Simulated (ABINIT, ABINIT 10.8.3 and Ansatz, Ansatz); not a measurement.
**Excitons of ZnSe (Stilleite): kernels and approximations**

How far does the k mesh set the exciton binding of ZnSe (Stilleite)?

Calculated with ABINIT 10.8.3 and Ansatz 0.2.0; PBE and many-body steps on it, plane waves.

### Step 1. The starting structure

Symmetry: F-43m, No. 216, cubic system. The conventional cell has a = 5.668 Å, b = 5.668 Å, c = 5.668 Å, α = 90.00°, β = 90.00°, γ = 90.00°. Nearest to Zn lie 4 Se at 2.45 Å. Nearest to Se lie 4 Zn at 2.45 Å. Farther neighbours and most contacts between anions are not listed.

As a file:

```cif
data_structure
_symmetry_space_group_name_H-M 'P 1'
_symmetry_Int_Tables_number 1
_cell_length_a 4.0076
_cell_length_b 4.0076
_cell_length_c 4.0076
_cell_angle_alpha 60.000
_cell_angle_beta 60.000
_cell_angle_gamma 60.000
_cell_volume 45.51
loop_
_atom_site_label
_atom_site_type_symbol
_atom_site_fract_x
_atom_site_fract_y
_atom_site_fract_z
_atom_site_occupancy
Zn1 Zn 0.00000 0.00000 0.00000 1
Se2 Se 0.25000 0.25000 0.25000 1
```

The cell and positions come from the Crystallography Open Database and are kept as given unless a step says otherwise.

### Step 2. Empty states on the mesh, 4×4×4 mesh, 57 bands

This step: ABINIT 10.8.3; DFT, PBE, plane waves, norm-conserving pseudopotentials.

The sums over transitions need many empty states on a uniform mesh; this step solves for them.

run.abi reads:

```
acell 3*1.0 Angstrom
rprim 
  -0.000000000000 2.833800000000 2.833800000000
  2.833800000000 -0.000000000000 2.833800000000
  2.833800000000 2.833800000000 0.000000000000
ntypat 2
znucl 30 34
natom 2
typat 1 2
xred 
  0.000000000000 0.000000000000 0.000000000000
  0.250000000000 0.250000000000 0.250000000000
pp_dirpath "pseudos"
pseudos "Zn.upf, Se.upf"
ecut 48
ngkpt 4 4 4
nshiftk 1
shiftk 0 0 0
kptopt 1
chksymbreak 0
iscf -2
irdden 1
istwfk *1
nband 57
nbdbuf 4
tolwfr 1e-09
nstep 60
prtvol 0
indata_prefix "in"
outdata_prefix "out"
tmpdata_prefix "tmp"
```

On the command line:

```console
> OMP_NUM_THREADS=1 mpirun -n 4 abinit run.abi > log
```

Numbers of over 12 decimals in the logs are rounded to 6 here.

Log:

```text
.Version 10.8.3 of ABINIT. v10.8.2 released Aug 2026.

 Symmetries : space group F-4 3 m (#216); Bravais cF (face-center cubic)
[... echo of the input left out ...]
== DATASET  1 ==================================================================
-   mpi_nproc: 4, omp_nthreads: 1 (-1 if OMP is not activated)

--- !DatasetInfo
iteration_state: {dtset: 1, }
dimensions: {natom: 2, nkpt: 8, mband: 57, nsppol: 1, nspinor: 1, nspden: 1, mpw: 4910, }
cutoff_energies: {ecut:  48.0, pawecutdg:  -1.0, }
[...]
1.19065    1.19065    1.22104    1.22104    1.46852    1.63810    1.63810    1.63810
   1.63923    1.63923    1.66143    1.68150    1.68150    1.68150    1.69571    1.69571
   1.69572
 prteigrs : prtvol=0 or 1, do not print more k-points.

== END DATASET(S) ==============================================================
================================================================================

 -outvars: echo values of variables after computation  --------
            nband          57
             nkpt           8
          spgroup         216
 [... the other variables as echoed above ...]

 Calculation completed.
```

Run time: 16 s. Hardware: 4 MPI ranks of Arm Neoverse V1, shared host; peak memory 0.32 GiB; 62 s of CPU time.

Numbers from this step:

| Property | Result |
| --- | --- |
| gap | 1.288 eV |
| k of the valence top | 0, 0, 0 |
| k of the conduction bottom | 0, 0, 0 |
| least direct gap | 1.288 eV |
| k points computed | 8 |
| lowest point of the top converged band, above the valence top | 37.86 eV |

On this mesh the gap is 1.288 eV.

The density comes from a self-consistent run that is not shown.

### Step 3. Screening, 4×4×4 mesh, 53 bands, screening to 98 eV

The RPA dielectric matrix is built and inverted for each q.

This step: RPA screening on PBE, plane waves, norm-conserving pseudopotentials.

Edit run.abi of step 2 so:

```diff
@@ -20,10 +20,11 @@
 chksymbreak 0
-iscf -2
-irdden 1
 istwfk *1
-nband 57
-nbdbuf 4
-tolwfr 1e-09
-nstep 60
-prtvol 0
+occopt 1
+irdwfk 1
+optdriver 3
+nband 53
+ecuteps 3.6
+inclvkb 2
+awtr 1
+symchi 1
 indata_prefix "in"
```

Log:

```text
.Version 10.8.3 of ABINIT. v10.8.2 released Aug 2026.

 Symmetries : space group F-4 3 m (#216); Bravais cF (face-center cubic)
[... echo of the input left out ...]
== DATASET  1 ==================================================================
-   mpi_nproc: 4, omp_nthreads: 1 (-1 if OMP is not activated)

--- !DatasetInfo
iteration_state: {dtset: 1, }
dimensions: {natom: 2, nkpt: 8, mband: 53, nsppol: 1, nspinor: 1, nspden: 1, mpw: 4910, }
cutoff_energies: {ecut:  48.0, pawecutdg:  -1.0, }
[...]
--------------------------------------------------------------------------------
[... chi0 elements left out ...]
 For q-point:  0.000010 0.000020 0.000030
  dielectric constant =  13.4478
  dielectric constant without local fields =  14.4312

  Average fulfillment of the sum rule on Im[epsilon] for q-point    1 :     19.46  [%]
[... wings left out ...]
  q-point number  2        q = ( 0.250000, 0.000000, 0.000000) [r.l.u.]
--------------------------------------------------------------------------------
[... chi0 elements left out ...]
  Average fulfillment of the sum rule on Im[epsilon] for q-point    2 :     25.33  [%]

 [... 6 further q-points ...]
```

It took 18 s on 4 MPI ranks; peak memory 0.82 GiB; 71 s of CPU time.

This step gave:

```yaml
eps_infinity_with_local_fields_on_this_mesh_along_the_program_s_q_direction: 13.45
the_same_without_local_fields: 14.43
plasma_frequency: 36.51 eV
plane_waves_in_the_screening_matrix: 113
```

Local fields lower ε∞ by 7 %. On a Γ-centred mesh this coarse the value itself is usually too large, while a short band sum pulls it down.

### Step 4. Self-energy, 4×4×4 mesh, 53 bands, screening to 98 eV

The self-energy is evaluated for the states that the input lists, and the levels follow from it, in one-shot runs by the linearised quasiparticle equation.

This step: G0W0 on PBE, plane waves, norm-conserving pseudopotentials.

Edit run.abi of step 3 so:

```diff
@@ -23,8 +23,15 @@
 irdwfk 1
-optdriver 3
+optdriver 4
 nband 53
+gwcalctyp 0
+ecutsigx 48
+symsigma 1
+nkptgw 1
+kptgw 
+  0.0000000000 0.0000000000 0.0000000000
+bdgw 
+  20 26
 ecuteps 3.6
-inclvkb 2
-awtr 1
-symchi 1
+irdscr 1
+ppmodel 1
 indata_prefix "in"
```

Log:

```text
.Version 10.8.3 of ABINIT. v10.8.2 released Aug 2026.

 Symmetries : space group F-4 3 m (#216); Bravais cF (face-center cubic)
[... echo of the input left out ...]
== DATASET  1 ==================================================================
-   mpi_nproc: 4, omp_nthreads: 1 (-1 if OMP is not activated)

--- !DatasetInfo
iteration_state: {dtset: 1, }
dimensions: {natom: 2, nkpt: 8, mband: 53, nsppol: 1, nspinor: 1, nspden: 1, mpw: 4910, }
cutoff_energies: {ecut:  48.0, pawecutdg:  -1.0, }
[...]
24   9.979 -11.028  -6.246  -3.859   0.811  -0.233 -10.280   0.749  10.727
       25   9.979 -11.028  -6.246  -3.859   0.811  -0.233 -10.280   0.749  10.727
       26   9.979 -11.028  -6.246  -3.859   0.811  -0.233 -10.280   0.749  10.727

== END DATASET(S) ==============================================================
================================================================================

 -outvars: echo values of variables after computation  --------
           etotal      0.0000000000E+00
            nband          53
             nkpt           8
          spgroup         216
 [... the other variables as echoed above ...]

 Calculation completed.
```

Run time: 4.3 s. Hardware: 4 MPI ranks; peak memory 0.91 GiB; 17 s of CPU time.

Numbers from this step:

```
G0W0 gap on the points computed              : 2.024 eV
starting gap on the mesh                     : 1.288 eV
k of the valence top                         : 0, 0, 0
k of the conduction bottom                   : 0, 0, 0
least direct G0W0 gap on the computed points : 2.024 eV
```

The gap on the mesh goes from 1.29 eV to 2.02 eV, a correction of +0.74 eV.

The gap opens by 0.736 eV; the next steps shift the empty bands rigidly by 0.736 eV.

### Step 5. Excitons

Light makes an electron and a hole together. The Bethe-Salpeter equation adds their screened attraction and their exchange, in a window of bands around the gap.

This step: Bethe-Salpeter equation on PBE with a scissors shift, plane waves, norm-conserving pseudopotentials.

Edit run.abi of step 4 so:

```diff
@@ -23,15 +23,17 @@
 irdwfk 1
-optdriver 4
-nband 53
-gwcalctyp 0
-ecutsigx 48
-symsigma 1
-nkptgw 1
-kptgw 
-  0.0000000000 0.0000000000 0.0000000000
-bdgw 
-  20 26
+optdriver 99
+bs_calctype 1
+mbpt_sciss 0.736 eV
+bs_loband 20
+nband 26
+bs_exchange_term 1
+bs_coulomb_term 11
+bs_coupling 0
+bs_algorithm 1
+bs_freq_mesh 0 8 0.05 eV
+zcut 0.15 eV
 ecuteps 3.6
+ecutwfn 24
+inclvkb 2
 irdscr 1
-ppmodel 1
 indata_prefix "in"
```

Log:

```text
.Version 10.8.3 of ABINIT. v10.8.2 released Aug 2026.

 Symmetries : space group F-4 3 m (#216); Bravais cF (face-center cubic)
[... echo of the input left out ...]
== DATASET  1 ==================================================================
-   mpi_nproc: 4, omp_nthreads: 1 (-1 if OMP is not activated)

--- !DatasetInfo
iteration_state: {dtset: 1, }
dimensions: {natom: 2, nkpt: 8, mband: 26, nsppol: 1, nspinor: 1, nspden: 1, mpw: 1759, }
cutoff_energies: {ecut:  24.0, pawecutdg:  -1.0, }
electrons: {nelect:   4.40000000E+01, charge:   0.00000000E+00, occopt:   1.00000000E+00, tsmear:   1.00000000E-02, }

 Exciton: Calculation of dielectric properties by solving the Bethe-Salpeter equation
 in frequency domain and reciprocal space on a transitions basis set.
 Based on a program developed by L. Reining, V. Olevano, F. Sottile,
 S. Albrecht, and G. Onida. Incorporated in ABINIT by M. Giantomassi.

.Using double precision arithmetic ; gwpc =  8

[... cell and pseudopotentials left out ...]
--------------------------------------------------------------------------------

 ==== K-mesh for the wavefunctions ====
 Number of points in the irreducible wedge :     8
[... list of points left out ...]
 Together with 24 symmetry operations and time-reversal symmetry
 yields    64 points in the full Brillouin Zone.

 ==== Q-mesh for the screening function ====
 Number of points in the irreducible wedge :     8
[... list of points left out ...]
 Together with 24 symmetry operations and time-reversal symmetry
 yields    64 points in the full Brillouin Zone.

 vcoul_init : cutoff-mode = AUXILIARY_FUNCTION
 q-points for optical limit:   1
     1)      0.000010    0.000020    0.000030
 setmesh: FFT mesh size selected  =    24x   24x   24
          total number of points  =        13824

 ==== Fundamental parameters for the solution of the Bethe-Salpeter equation: ====
 Algorithm: Direct diagonalization.
 Dimension of the v, W matrices,  npweps  = 113
 Cutoff for the wavefunctions,    npwwfn  = 1759
 Number of k-points in the IBZ,   nkibz   = 8
 Highest empty band included,     nband   = 26
 === Spin UP ===
 Number of resonant transitions          768
 Lowest occupied state                   20
 Highest occupied state                  22
 Lowest unoccupied state                 23
 Highest unoccupied state                26
 Minimum frequency [eV]           Emin    =   0.00
 Maximum frequency [eV]           Emax    =   8.00
 Frequency step [eV]              dE      =   0.05
 Lorentzian broadening [eV]       eta     =   0.15
 RPA L0 with KS energies and KS wavefunctions
 Scissors operator energy [eV] =          0.74
 Local fields effects (v term) included
 Excitonic effects (W term) included
 Full W_GG' included
 W is read from an external SCR file
 Resonant-only calculation (Hermitian case)

 Calculating epsilon_Macro(q-->0,w), along the following directions:
 q = (  0.984142  0.000000  0.000000) [r.l.u.]
 q = (  0.000000  0.984142  0.000000) [r.l.u.]
 q = (  0.000000  0.000000  0.984142) [r.l.u.]
 q = (  0.000000  0.852292  0.852292) [r.l.u.]
 q = (  0.852292  0.000000  0.852292) [r.l.u.]
 q = (  0.852292  0.852292  0.000000) [r.l.u.]
 Number of electrons calculated from density =   43.7550; Expected =   44.0000
 average of density, n =  0.142460
 r_s =    1.1878
 omega_plasma =   36.4085 [eV]

. Writing resonant excitonic Hamiltonian on file out_BSR; file size=   0.00 [Gb].
 Direct diagonalization of the resonant excitonic Hamiltonian, Matrix size= 768
. Using LAPACK sequential version.
 Excitonic eigenvalues in eV up to n=   32
   1.81601   1.81618   1.81753   3.62919   3.64298   3.64324   3.72648   3.73314
   3.73335   3.75479   3.75498   3.77951   3.77977   3.77992   3.78157   3.78164
   3.78692   3.78708   3.78723   3.94854   3.94869   3.96770   3.96887   3.96909
   3.97041   3.97138   3.97149   5.49608   5.51302   5.52200   5.53686   5.54060

 First excitonic eigenvalue=    1.82 [eV]
 Last  excitonic eigenvalue=   16.55 [eV]

 GW  direct gap       2.02  0.00 [eV]
 EXC direct gap       1.82  0.00 [eV]
 EXC binding energy   0.21  0.00 [eV]

 Excitonic eigenvalues up to the GW energy gap [eV]
  1 (  1.82  0.00)
  2 (  1.82  0.00)
  3 (  1.82  0.00)

 Macroscopic dielectric function:
 omega [eV] <KS_RPA_nlf>  <GW_RPA_nlf>  <BSE>
   0.0000  14.2931   0.0000  11.1922   0.0000  12.7909   0.0000
   0.0500  14.3021   0.0569  11.1949   0.0170  12.7953   0.0273
   0.1000  14.3292   0.1146  11.2033   0.0341  12.8087   0.0548
   0.1500  14.3749   0.1742  11.2173   0.0514  12.8310   0.0827
   0.2000  14.4398   0.2367  11.2370   0.0690  12.8626   0.1113
   0.2500  14.5249   0.3031  11.2625   0.0870  12.9035   0.1407
   0.3000  14.6315   0.3748  11.2940   0.1056  12.9542   0.1713
   0.3500  14.7612   0.4535  11.3316   0.1249  13.0150   0.2033
   0.4000  14.9163   0.5409  11.3756   0.1449  13.0864   0.2370
   0.4500  15.0995   0.6397  11.4264   0.1659  13.1690   0.2728

 Writing KS-RPA macroscopic dielectric function without local fields to file: out_RPA_NLF_MDF
 Writing GW-RPA macroscopic dielectric function without local fields to file: out_GW_NLF_MDF
 Writing EXC Macroscopic dielectric function to file: out_EXC_MDF

== END DATASET(S) ==============================================================
================================================================================

 -outvars: echo values of variables after computation  --------
           etotal      0.0000000000E+00
            nband          26
             nkpt           8
          spgroup         216
 [... the other variables as echoed above ...]

 Calculation completed.
```

Run time: 22 s. Hardware: 4 MPI ranks; peak memory 0.41 GiB; 87 s of CPU time.

This step gave:

| Item | Value |
| --- | --- |
| direct gap of the transition levels | 2.024 eV |
| transitions in the window | 768 |
| first strong exciton (over a fiftieth of the strongest listed) | 1.816 eV |
| lowest state | 1.816 eV |
| binding of the lowest state below the direct gap | 0.2080 eV |
| Coulomb term of one mesh cell | 0.2129 eV |

The binding is 0.98 times the screened Coulomb term of one mesh cell (0.21 eV), so it is not shown settled.

The lowest state lies at 1.816 eV, 0.208 eV under the direct gap.

Lines within 3 meV are set at the lowest of them, and the highest group, which the list may cut short, is left out. Exciton lines, with heights relative to the strongest:

| position (eV) | lines merged | oscillator strength, relative |
| --- | --- | --- |
| 1.816 | 3 | 100 |
| 3.629 | 1 | 42 |
| 3.643 | 2 | 77 |
| 3.727 | 1 | 0.0 |
| 3.733 | 2 | 0.3 |
| 3.755 | 2 | 0.3 |

Mean over the three Cartesian directions of q; broadening 0.15 eV; transition window only. Limits: finite bands, cutoff and mesh; no spin-orbit coupling; coarse k mesh; exciton not shown settled in the k mesh. Table of ε₂ by photon energy; read off at these points:

| photon energy (eV) | BSE | no electron-hole interaction | Kohn-Sham, no shift |
| --- | --- | --- | --- |
| 0.00 | 0 | 0 | 0 |
| 0.20 | 0.111 | 0.069 | 0.237 |
| 0.40 | 0.237 | 0.145 | 0.541 |
| 0.60 | 0.398 | 0.237 | 1.04 |
| 0.80 | 0.630 | 0.359 | 2.10 |
| 1.00 | 1.01 | 0.539 | 5.27 |
| 1.20 | 1.75 | 0.839 | 18.3 |
| 1.40 | 3.57 | 1.42 | 16.0 |
| 1.60 | 9.92 | 2.84 | 4.88 |
| 1.80 | 29.9 | 7.73 | 2.30 |
| 2.00 | 12.4 | 24.1 | 1.55 |
| 2.20 | 4.42 | 10.6 | 1.37 |
| 2.40 | 2.46 | 3.72 | 1.52 |
| 2.60 | 1.90 | 2.01 | 2.09 |
| 2.80 | 1.95 | 1.49 | 3.65 |
| 3.00 | 2.57 | 1.42 | 8.95 |
| 3.20 | 4.42 | 1.68 | 27.1 |
| 3.25 | 5.33 | 1.81 | 28.7 |
| 3.40 | 10.9 | 2.46 | 22.0 |
| 3.60 | 34.8 | 4.68 | 8.31 |
| 3.65 | 37.0 | 5.80 | 6.48 |
| 3.80 | 19.4 | 13.1 | 3.67 |
| 4.00 | 9.90 | 28.4 | 2.42 |
| 4.20 | 4.23 | 17.5 | 2.14 |
| 4.40 | 2.57 | 6.10 | 2.43 |
| 4.60 | 2.12 | 3.11 | 3.53 |
| 4.80 | 2.28 | 2.27 | 6.98 |
| 5.00 | 3.17 | 2.18 | 19.7 |
| 5.20 | 6.08 | 2.68 | 31.7 |
| 5.30 | 9.91 | 3.25 | 35.7 |
| 5.40 | 17.9 | 4.24 | 29.6 |
| 5.55 | 29.5 | 7.45 | 14.7 |
| 5.60 | 27.4 | 9.49 | 12.8 |
| 5.80 | 19.1 | 25.1 | 8.64 |
| 6.00 | 11.1 | 34.5 | 4.27 |
| 6.05 | 9.06 | 35.9 | 3.71 |
| 6.20 | 6.96 | 21.6 | 2.95 |
| 6.40 | 5.36 | 11.3 | 2.36 |
| 6.60 | 2.88 | 7.15 | 3.08 |
| 6.80 | 2.38 | 3.60 | 6.95 |
| 7.00 | 1.93 | 2.69 | 9.34 |
| 7.20 | 2.90 | 2.42 | 7.46 |
| 7.40 | 6.72 | 3.79 | 4.67 |
| 7.45 | 7.72 | 4.61 | 3.74 |
| 7.60 | 5.65 | 9.43 | 2.60 |
| 7.80 | 5.24 | 7.68 | 2.93 |

### Step 6. Triplet (no exchange term)

Edit run.abi of step 5 so:

```diff
@@ -27,4 +27,4 @@
 bs_loband 20
-nband 26
-bs_exchange_term 1
+nband 24
+bs_exchange_term 0
 bs_coulomb_term 11
@@ -32,3 +32,3 @@
 bs_algorithm 1
-bs_freq_mesh 0 8 0.05 eV
+bs_freq_mesh 0 6 0.05 eV
 zcut 0.15 eV
```

Log:

```text
.Version 10.8.3 of ABINIT. v10.8.2 released Aug 2026.

 Symmetries : space group F-4 3 m (#216); Bravais cF (face-center cubic)
[... echo of the input left out ...]
== DATASET  1 ==================================================================
-   mpi_nproc: 4, omp_nthreads: 1 (-1 if OMP is not activated)

--- !DatasetInfo
iteration_state: {dtset: 1, }
dimensions: {natom: 2, nkpt: 8, mband: 24, nsppol: 1, nspinor: 1, nspden: 1, mpw: 1759, }
cutoff_energies: {ecut:  24.0, pawecutdg:  -1.0, }
electrons: {nelect:   4.40000000E+01, charge:   0.00000000E+00, occopt:   1.00000000E+00, tsmear:   1.00000000E-02, }

 Exciton: Calculation of dielectric properties by solving the Bethe-Salpeter equation
 in frequency domain and reciprocal space on a transitions basis set.
 Based on a program developed by L. Reining, V. Olevano, F. Sottile,
 S. Albrecht, and G. Onida. Incorporated in ABINIT by M. Giantomassi.

.Using double precision arithmetic ; gwpc =  8

[... cell and pseudopotentials left out ...]
--------------------------------------------------------------------------------

 ==== K-mesh for the wavefunctions ====
 Number of points in the irreducible wedge :     8
[... list of points left out ...]
 Together with 24 symmetry operations and time-reversal symmetry
 yields    64 points in the full Brillouin Zone.

 ==== Q-mesh for the screening function ====
 Number of points in the irreducible wedge :     8
[... list of points left out ...]
 Together with 24 symmetry operations and time-reversal symmetry
 yields    64 points in the full Brillouin Zone.

 vcoul_init : cutoff-mode = AUXILIARY_FUNCTION
 q-points for optical limit:   1
     1)      0.000010    0.000020    0.000030
 setmesh: FFT mesh size selected  =    24x   24x   24
[...]
q = (  0.852292  0.852292  0.000000) [r.l.u.]
 Number of electrons calculated from density =   43.7550; Expected =   44.0000
 average of density, n =  0.142460
 r_s =    1.1878
 omega_plasma =   36.4085 [eV]

. Writing resonant excitonic Hamiltonian on file out_BSR; file size=   0.00 [Gb].
 Direct diagonalization of the resonant excitonic Hamiltonian, Matrix size= 384
. Using LAPACK sequential version.
 Excitonic eigenvalues in eV up to n=   32
   1.79893   1.79913   1.80050   3.57650   3.59479   3.59512   3.72131   3.72267
   3.72327   3.73779   3.73836   3.77715   3.77719   3.77993   3.78014   3.78035
   3.78289   3.78302   3.78321   3.94208   3.94224   3.96380   3.96614   3.96645
   3.96924   3.96955   3.96968   5.39609   5.42997   5.43512   5.50157   5.51360

 First excitonic eigenvalue=    1.80 [eV]
 Last  excitonic eigenvalue=   12.16 [eV]

 GW  direct gap       2.02  0.00 [eV]
 EXC direct gap       1.80  0.00 [eV]
 EXC binding energy   0.23  0.00 [eV]

 Excitonic eigenvalues up to the GW energy gap [eV]
  1 (  1.80  0.00)
  2 (  1.80  0.00)
  3 (  1.80  0.00)

 Macroscopic dielectric function:
 omega [eV] <KS_RPA_nlf>  <GW_RPA_nlf>  <BSE>
   0.0000  13.5529   0.0000  10.5155   0.0000  12.3687   0.0000
   0.0500  13.5619   0.0567  10.5183   0.0169  12.3733   0.0282
   0.1000  13.5889   0.1143  10.5266   0.0338  12.3871   0.0567
[...]
0.4000  14.1742   0.5394  10.6975   0.1438  12.6745   0.2456
   0.4500  14.3568   0.6380  10.7478   0.1646  12.7600   0.2828

 Writing KS-RPA macroscopic dielectric function without local fields to file: out_RPA_NLF_MDF
 Writing GW-RPA macroscopic dielectric function without local fields to file: out_GW_NLF_MDF
 Writing EXC Macroscopic dielectric function to file: out_EXC_MDF

== END DATASET(S) ==============================================================
================================================================================

 -outvars: echo values of variables after computation  --------
           etotal      0.0000000000E+00
            nband          24
             nkpt           8
          spgroup         216
 [... the other variables as echoed above ...]

 Calculation completed.
```

The job ended after 7.5 s (4 MPI ranks; peak memory 0.4 GiB).

The lowest triplet lies at 1.799 eV; without spin-orbit coupling triplets are dark, so no spectrum is read.

[end of part 1 of 3]

[Paths, hosts, dates, memory and timing lines, banners, echoed tables and standing remarks are left out of the program output.]

[Logs are printed without paths, hosts, clocks, repeated set-up lines and the standing remarks that a program may print on its own settings, such as how far it seeks lower states.]

[Runs of the session that timed out or met a known fault of the program may be left out.]

[Hosts, paths, dates, database ids (printed as entryN), source tags and the programs' standing remarks are cut or masked in the printed files.]

[G0W0 gaps are taken among the corrected bands and points alone; a level outside them can change the order at an edge.]

[Where Ansatz stands beside ABINIT at settings called matched, ABINIT's density can come from a denser mesh and the files from another edition; pairs whose starting gaps differed by over 0.03 eV were left out, so agreement reads better than it is.]
